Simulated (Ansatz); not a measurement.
**Pb in Ansatz: convergence with k mesh**

Input of the first run (k mesh 3 × 3 × 2); the others differ in this setting and in those tied to it:

The input input.yaml:

```yaml
crystal:
  lattice:
    - [3.0386068135, -1.75031996, 0.0]
    - [3.0386068135, 1.75031996, 0.0]
    - [-2.1154626375, 0.0, 6.0952248674]
  atoms:
    - { symbol: Pb, position: [0.8992, 0.912609, 0.728888] }
    - { symbol: Pb, position: [0.093415, 0.082484, 0.271471] }
hamiltonian:
  xc: pbe
  pseudopotentials: { kind: paw, level: accurate }
kpoints:
  mp_grid: { grid: [3, 3, 2] }
scf:
  occupations: { method: cold, width: 0.05 }
output:
  forces: true
  stress: true
  eigenvalues: true
```

Potentials or basis: Ansatz PAW earlier set.

Launch:

```console
$ ansatz run input.yaml --threads 2 --pin off --max-ram 5632MiB --backend cpu --events-out ev --progress --plain --runs-dir out
```

The cell isn't the ideal one: atoms moved at random, drawn with an rms of 0.05 Å.

This isn't the form of Pb at room conditions, which is fcc.

Hardware: 2 threads of Arm Neoverse V1, with other jobs on the host.

```
     k mesh  energy less the tightest run, at zero smearing (meV/atom)  pressure (GPa)  largest force (eV/Å)  SCF cycles  CPU time (s)  peak memory (GiB)
  3 × 3 × 2                                                      78.06            1.61                 0.463           8           2.7               0.41
  4 × 4 × 2                                                     112.08            1.06                 0.343           7           4.3               0.44
  5 × 5 × 3                                                      30.03            1.02                 0.085           8           8.3               0.48
  7 × 7 × 3                                                      -7.80            0.81                 0.075           8            16               0.55
  8 × 8 × 4                                                      -4.10            0.75                 0.014           6            27               0.67
10 × 10 × 5                                                       4.85            1.01                 0.020           8            52                0.9
12 × 12 × 6                                                      -0.21            0.94                 0.076           8            89                1.3
15 × 15 × 7                                                       0.00            0.86                 0.026           8           170                  2
```

Against the tightest run, the energy stays within 1 meV/atom from 12 × 12 × 6 on; the pressure stays within 0.1 GPa from 12 × 12 × 6 on. Not settled before the last step: the largest force (to 0.005 eV/Å). Meshes of other sizes hit other points, so gaps and Fermi surfaces needn't settle smoothly. The tightest run that finished is the yardstick and may itself not be fully converged.

The run has no spin-orbit coupling, so splittings on Pb are missing.
